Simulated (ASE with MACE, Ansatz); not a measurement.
# BCl3 on H:Ge(100)-2x1: reaction energies

Which steps of the reaction of BCl3 with H:Ge(100)-2x1 release energy, and how far does that hang on the level of theory?

Calculated with Ansatz 0.2.0: Kohn-Sham DFT, PBE+D3(BJ), PAW (set soft_2), plane waves; cutoff 420 eV, fermi-dirac smearing of 0.025 eV (for the slabs). Every cell is relaxed with this functional, then solved at fixed geometry with r2SCAN+D4, PBE and RPBE+D3(BJ). Cutoffs: 420 eV for PBE+D3(BJ), PBE and RPBE+D3(BJ); 500 eV for r2SCAN+D4.

**The cells**

The cell holds 96 atoms: 60 Ge and 36 H. Cell: a = 16.292 Å, b = 12.219 Å, c = 23.953 Å, α = 90.0°, β = 90.0°, γ = 90.0°. It derives from Ge (H:Ge(100)-2x1). The starting structure: Diamond Ge(100), 4 x 3 surface cells, five layers, dimers with one H on each atom, bottom capped by H (lattice constants typed as starting values near PBE's), about 15 Å of vacuum, lower atoms held. Vacuum lies along c. 48 atoms are held.

- BCl3 on H:Ge(100)-2x1: one whole molecule of BCl3 lowered over an Ge-H group, eased by MACE.
- BCl3 after losing HCl on H:Ge(100)-2x1: the H of one Ge-H group replaced by the B fragment of BCl3 less one ligand, eased by MACE.
- BCl3 fragment with one ligand changed to OH on H:Ge(100)-2x1: the bound fragment with one more ligand replaced by OH, eased by MACE.

Molecules sit alone in boxes of 12 to 15 Å, at Γ at every level, with a smearing of 0.01 eV.

The input of the single point on the relaxed bare surface:

```yaml
crystal:
  lattice:
    - [16.29174, 0.0, 0.0]
    - [0.0, 12.21881, 0.0]
    - [0.0, 0.0, 23.95266]
  atoms:
    - { symbol: Ge, position: [0.0, 0.0, 0.07887] }
    - { symbol: Ge, position: [0.125, 0.0, 0.13899] }
    - { symbol: Ge, position: [0.125, 0.16667, 0.19345] }
    - { symbol: Ge, position: [0.00589, 0.16667, 0.25604] }
    [... 90 atom lines left out ...]
    - { symbol: H, position: [0.73383, 0.33333, 0.36842] }
    - { symbol: H, position: [0.73383, 0.66667, 0.36842] }
kpoints:
  mp_grid: { grid: [1, 1, 1] }
hamiltonian:
  xc: pbe
  dispersion: d3bj
scf:
  occupations: { method: fermi_dirac, width: 0.025 }
output:
  forces: true
  populations: true
  dos:
    method: { smearing: { sigma: 0.08 } }
    de: 0.1
    projected: { site_lists: { Ge: [Ge], H: [H] } }
  eigenvalues: true
  write_density: true
  write_potential: true
  volumetric_format: npy
```

| cell | formula | k-mesh | relaxation steps | gain on relaxing (eV) | free energy, PBE+D3(BJ) (eV) | Kohn-Sham gap (eV) | time of its runs on this page |
| --- | --- | --- | --- | --- | --- | --- | --- |
| H:Ge(100)-2x1 | Ge60H36 | 1×1×1 | 3 | 0.42 | -258267.597 | 1.24 | 29 s |
| BCl3 on H:Ge(100)-2x1 | Ge60BH36Cl3 | 1×1×1 | 21 | 0.68 | -261666.226 | 1.25 | 61 s |
| BCl3 after losing HCl on H:Ge(100)-2x1 | Ge60BH35Cl2 | 1×1×1 | 20 | 0.78 | -260569.327 | 1.27 | 60 s |
| BCl3 fragment with one ligand changed to OH on H:Ge(100)-2x1 | Ge60BH36ClO | 1×1×1 | 20 | 0.70 | -260072.691 | 1.25 | 64 s |
| BCl3 | BCl3 | 1×1×1 | 5 | 0.04 | -3398.360 | 4.94 | 14 s |
| H2O | H2O | 1×1×1 | 4 | 0.15 | -599.231 | 6.23 | 14 s |
| HCl | HCl | 1×1×1 | 4 | 0.03 | -1096.239 | 6.80 | 13 s |

The gap is that between the highest filled and lowest empty Kohn-Sham level; a dash marks none computed or no clear gap.

**Reaction energies**

Products less reactants, from the free energies above and their like at the other levels, in eV; negative values release energy:

| change | PBE+D3(BJ) | r2SCAN+D4 | PBE | RPBE+D3(BJ) |
| --- | --- | --- | --- | --- |
| adsorption of BCl3 | -0.27 | -0.20 | 0.02 | -0.29 |
| ligand exchange: surface + BCl3 → bound fragment + HCl | 0.39 | 0.52 | 0.65 | 0.32 |
| co-reactant step: bound fragment + H2O → OH + HCl | -0.37 | -0.44 | -0.46 | -0.23 |

Worked for the first row at PBE+D3(BJ): (-261666.226) − (-258267.597) − (-3398.360) = -0.269 eV (from unrounded energies).

**What the relaxations did**

Bonds are pairs closer than 1.18 times the sum of covalent radii; a bond counts as made or broken only if it crosses from under that bound to over 1.3 times, or back. All concern the added atoms.

| cell | bonds to the surface at the end | nearest contact (Å) | made in DFT | broken in DFT | largest move (Å) |
| --- | --- | --- | --- | --- | --- |
| BCl3 on H:Ge(100)-2x1 | none | B–H 2.48 | none | none | 1.02 |
| BCl3 after losing HCl on H:Ge(100)-2x1 | 1 B–Ge | B–Ge 2.05 | none | none | 2.02 |
| BCl3 fragment with one ligand changed to OH on H:Ge(100)-2x1 | 1 B–Ge | B–Ge 2.06 | none | none | 1.89 |

**Findings**

Row 1 releases 0.27 eV at PBE+D3(BJ). The molecule stays whole, with no bond to the surface by this rule. At the same geometries the levels give -0.29 (RPBE+D3(BJ)) to 0.02 eV (PBE), so its sign hangs on the dispersion term and the D3 term supplies -0.29 eV of it. Row 2 costs 0.39 eV at PBE+D3(BJ). At the same geometries the levels give 0.32 (RPBE+D3(BJ)) to 0.65 eV (PBE) and the D3 term supplies -0.25 eV of it. Row 3 releases 0.37 eV at PBE+D3(BJ). At the same geometries the levels give -0.46 (PBE) to -0.23 eV (RPBE+D3(BJ)) and the D3 term supplies +0.09 eV of it. Counted from the adsorbed state, the exchange costs 0.66 eV, with the by-product taken away as gas.

Limits: These are static energies with no barriers, zero-point energy or heat. Where a gas molecule is taken up, its entropy is lost, which at room temperature and above is worth several tenths of an eV to over 1 eV a molecule and isn't counted. All slabs, the starting one too, were first eased by a machine-learned potential, and one starting arrangement a cell was relaxed; others may lie lower. Only one face is changed, and the cells carry no dipole correction. Levels with D3 or D4 differ in the size of their dispersion terms as well as in the functional. In some runs the program notes that positions were snapped to a detected symmetry and the exchange-correlation potential is rough where the density is thin.

[Logs are printed without paths, hosts, clocks, repeated set-up lines and the standing remarks that a program may print on its own settings, such as how far it seeks lower states.]

[Hosts, paths, dates, database ids (printed as entryN), source tags and the programs' standing remarks are cut or masked in the printed files.]
